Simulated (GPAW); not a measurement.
MgTe: single point with PBE

MgTe:

```
Te Mg
1.0
     0.00000    3.23200    3.23200
     3.23200    0.00000    3.23200
     3.23200    3.23200    0.00000
Te Mg
1 1
Direct
  0.25492 0.24451 0.24030
  0.00808 0.98739 0.99791
```

The cell comes from a database or a generator and needn't be the stable form of this composition.

The cell isn't the ideal one: atoms moved at random, drawn with an rms of 0.05 Å.

```yaml
Program: GPAW 26.7.0
Task: single point
Functional: PBE
Potentials_or_basis: GPAW PAW data sets (gpaw-data 1.2.1)
Cutoff: 800 eV
Basis: pw
k_mesh: 7 × 7 × 7
Occupations: fermi-dirac, width 0.05 eV
Spin: no spin polarisation
```

| Item | Value |
| --- | --- |
| Pressure | 0.7 GPa |
| Largest force | 0.156 eV/Å |
| Band gap on the k mesh | 2.39 eV, direct |

Forces in eV/Å, atoms in the order of the input:
```
Te   0.001  0.147 -0.053
Mg  -0.001 -0.147  0.053
```

Stress tensor (GPa, compression positive):
```
 0.71 -0.16  0.43
-0.16  0.69  0.01
 0.43  0.01  0.71
```

Levels at points of the mesh, in eV from the valence-band top:
```
           k point  band 6  band 7  band 8  band 9  band 10  band 11
(0.00, 0.00, 0.00)   -0.09   -0.05    0.00    2.39     5.42     5.43
```

It took 3.1 min on 1 thread of Intel(R) Xeon(R) Platinum 8259CL CPU @ 2.50GHz (Skylake/Cascade Lake), with other jobs on the host, peak memory 0.44 GiB.

Caveat: spin-orbit coupling is left out, which moves the levels of the heavy elements.
